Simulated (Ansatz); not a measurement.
Crystal: GaN.

```
Ga N
1.0
     3.21154    0.00000    0.00000
    -1.60577    2.78127    0.00000
     0.00000    0.00000   10.35684
Ga N
4 4
Direct
  0.00000 0.00000 0.78587
  0.66667 0.33333 0.03735
  0.33333 0.66667 0.53735
  0.00000 0.00000 0.28587
  0.00000 0.00000 0.09304
  0.66667 0.33333 0.34375
  0.00000 0.00000 0.59304
  0.33333 0.66667 0.84374
```

The cell is a database's computed one.

```yaml
Program: Ansatz 0.2.0
Task: single point
Functional: PBE
Potentials_or_basis: Ansatz PAW
Cutoff: "420 eV (not typed: the program's choice for these potentials)"
k_mesh: 10 × 10 × 3
Occupations: fermi-dirac, width 0.05 eV
Spin: no spin polarisation
```

On this cell: pressure -0.1 GPa; largest force 0.325 eV/Å; band gap on the k mesh 0.81 eV, direct.

The same run follows on a disturbed copy (atoms moved at random, drawn with an rms of 0.05 Å):

```
Ga N
1.0
     3.21154    0.00000    0.00000
    -1.60577    2.78127    0.00000
     0.00000    0.00000   10.35684
Ga N
4 4
Direct
  0.99055 0.98514 0.78390
  0.67883 0.34428 0.03562
  0.33506 0.67470 0.53511
  0.99700 0.00942 0.28946
  0.00431 0.00954 0.09420
  0.66050 0.32834 0.34358
  0.99926 0.00194 0.59429
  0.31449 0.67682 0.84497
```

Task: What changes?

Result: The energy moves by +12.2 meV/atom; pressure -0.2 GPa; largest force 1.347 eV/Å; band gap on the k mesh 0.80 eV, direct.

Forces on the atoms (eV/Å):
```
Ga  -0.969  0.865  0.353
Ga  -0.145 -0.065  0.068
Ga   0.017 -0.149  0.144
Ga   0.228 -0.472 -0.823
N    0.226  0.010 -0.096
N   -0.194  0.443  0.733
N   -0.078  0.173 -0.676
N    0.914 -0.806  0.297
```

Stress tensor (GPa, compression positive):
```
-0.87 -2.23  1.89
-2.23 -4.55  0.16
 1.89  0.16  4.71
```

Caveats: odd divisions of the mesh miss points on the zone boundary, where band edges often lie, so the gap on the mesh can be too wide.

